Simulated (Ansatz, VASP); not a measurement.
Two plane-wave programs on Sc

The input INCAR:

```
PREC = Accurate
ENCUT = 520
EDIFF = 1E-8
ISMEAR = -1
SIGMA = 0.03
LREAL = F
LASPH = T
NELM = 60
ALGO = Normal
ISIF = 2
LWAVE = F
LCHARG = F
GGA = CA
LEFG = T
NBANDS = 18
```

KPOINTS

```
regular mesh
0
Gamma
  13 13 7
```

POSCAR

```
Sc
1.0
    3.2977316009      0.0000000000      0.0000000000
   -1.6488658004      2.8559193412      0.0000000000
    0.0000000000      0.0000000000      5.2503811393
Sc
2
Direct
    0.3333333333      0.6666666667      0.2500000000
    0.6666666667      0.3333333333      0.7500000000
```

Input for Ansatz:

```yaml
crystal:
  lattice:
    - [3.2977316009, 0.0, 0.0]
    - [-1.6488658004, 2.8559193412, 0.0]
    - [0.0, 0.0, 5.2503811393]
  atoms:
    - { symbol: Sc, position: [0.3333333333, 0.6666666667, 0.25] }
    - { symbol: Sc, position: [0.6666666667, 0.3333333333, 0.75] }
kpoints:
  mp_grid: { grid: [13, 13, 7] }
scf:
  occupations: { method: fermi_dirac, width: 0.03 }
hamiltonian:
  xc: lda
  pseudopotentials: { kind: paw }
output:
  forces: true
  stress: true
  eigenvalues: true
  efg: { contact_densities: true }
```

Change from the starting cell: volume scaled by 0.99, PAW files.

Alike in both runs: task electric field gradients; functional LDA; k mesh 13 × 13 × 7; occupations fermi-dirac, width 0.03 eV; no spin polarisation.

|  | VASP | Ansatz |
| --- | --- | --- |
| version | VASP 6.6.1 | Ansatz 0.2.0 |
| potentials or method | VASP PAW LDA potentials, release 64 (Sc_sv) | PAW with Ansatz's default frozen-core files, scalar-relativistic |
| plane-wave cutoff (eV) | 520 | 420 |
| valence electrons in the cell | 22 | 22 |

VASP gave:

```
pressure (GPa)                                                 : -4.8
largest component of the traceless stress (GPa)                : 1.24
Vzz of the field gradient on the site that differs most (V/Å²) : 9.8
```

Question: Which values does Ansatz return?

Answer: Pressure (GPa): -4.9; largest component of the traceless stress (GPa): 1.24; Vzz of the field gradient on the site that differs most (V/Å²): 8.9.
